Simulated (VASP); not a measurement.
Runs of VASP 6.6.1 on BN. Symmetry: P6_3mc, No. 186, hexagonal system. Conventional cell: a = 2.554 Å, b = 2.554 Å, c = 4.227 Å, α = 90.00°, β = 90.00°, γ = 120.00°. B (site symmetry 3m) is surrounded by 4 N at 1.57 to 1.58 Å. Around N (site symmetry 3m) lie 4 B at 1.57 to 1.58 Å. Measurements of this composition are mostly on another form, of space group No. 194.

```csv
task,level,potentials or basis,cell,k mesh,cutoff (eV),mesh quality,gap on the mesh (eV),pressure (GPa),relaxed volume (Å³/atom)
single point,PBEsol,"VASP PAW PBE potentials, release 64 (B, N)",as given,12 × 12 × 6,520,not flagged,4.97,-5.4,-
relaxation of cell and atoms,RPBE,"VASP PAW PBE potentials, release 64 (B, N)",relaxed,12 × 12 × 6,600,not flagged,(b),0.1,(c)
relaxation of cell and atoms,PBE,"VASP PAW PBE potentials, release 64 (B, N)",relaxed,12 × 12 × 6,600,not flagged,(d),0.0,(a)
relaxation of cell and atoms,PBEsol,"VASP PAW PBE potentials, release 64 (B, N)",relaxed,12 × 12 × 6,600,not flagged,4.95,0.0,5.88
relaxation of cell and atoms,PBEsol,"VASP PAW PBE potentials, release 64 (B_s, N_s)",relaxed,12 × 12 × 6,480,not flagged,4.96,0.0,5.89
relaxation of cell and atoms,PBEsol,"VASP PAW PBE potentials, release 64 (B, N)",relaxed,12 × 12 × 6,580,not flagged,4.95,0.0,5.88
relaxation of cell and atoms,PBEsol,"VASP PAW PBE potentials, release 64 (B, N)",relaxed,6 × 6 × 2,600,coarse,4.98,0.1,5.88
relaxation of cell and atoms,PBE+D3(BJ),"VASP PAW PBE potentials, release 64 (B, N)",relaxed,12 × 12 × 6,600,not flagged,5.18,0.0,5.88
relaxation of cell and atoms,LDA,"VASP PAW LDA potentials, release 64 (B, N)",relaxed,12 × 12 × 6,600,not flagged,4.91,0.0,5.76
```

Alike in all rows: no spin polarisation; smearing gaussian 0.02 eV.

**Question.** Estimate the missing entries.

**Answer.** (a) 5.97; (b) 5.31; (c) 6.06; (d) 5.21.

Caveats: some runs use coarse meshes; the PAW data sets were made with another functional, which shifts forces and pressure a little (some runs).

A k mesh can miss the band edges.

Not every run made on this cell is shown here.
